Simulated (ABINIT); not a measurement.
GaN:

```
Ga N
1.0
     0.00000    2.25350    2.25350
     2.25350    0.00000    2.25350
     2.25350    2.25350    0.00000
Ga N
1 1
Direct
  0.00000 0.00000 0.00000
  0.25000 0.25000 0.25000
```

The cell is a database's computed one.

Base run:

| Quantity | Value |
| --- | --- |
| Program | ABINIT 10.8.3 (patched build) |
| Functional | PBE0 |
| Potentials or basis | SPMS NC PBE v1.0 |
| Cutoff | 952 eV |
| k mesh | 6 × 6 × 6 |
| Occupations | fermi-dirac, width 0.05 eV |
| Spin | no spin polarisation |

Its results: band gap on the k mesh 2.15 eV, direct.

After a change of settings the same cell gave: band gap on the k mesh 3.74 eV, direct. Which change was it?
A. share of exact exchange from 0.05 to 0.35
B. share of exact exchange from 0.05 to 0.15
C. share of exact exchange from 0.05 to 0.5
D. share of exact exchange from 0.05 to 0.25

D.

Caveats: exact exchange is summed on a coarse mesh, which widens gaps by tenths of an eV.
